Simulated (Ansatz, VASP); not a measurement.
# BeS: VASP beside Ansatz

```xyz
2
Lattice="2.3982 2.3982 0.0000 -2.3982 2.3982 0.0000 0.0000 2.3982 2.3982" Properties=species:S:1:pos:R:3 pbc="T T T"
Be    0.0000    0.0000    0.0000
S     1.1991    3.5973    1.1991
```

Change from the starting cell: unstrained.

Alike in both runs: task single point; functional LDA; k mesh 8 × 8 × 8; no spin polarisation.

|  | VASP | Ansatz |
| --- | --- | --- |
| version | VASP 6.6.1 | Ansatz 0.2.0 |
| potentials or method | VASP PAW LDA potentials, release 64 (Be, S), cutoff 520 eV | all-electron LAPW, scalar-relativistic |
| occupations | gaussian, width 0.01 eV | fixed |

```csv
,VASP,Ansatz,Ansatz less VASP
gap on the k mesh at the Fermi level (eV),2.83,2.83,-0.006
pressure (GPa),0.0,0.0,-0.07
```

Ansatz ran all-electron here, so the differences hold the error of VASP's frozen core and of both bases.

A k mesh can miss the band edges.
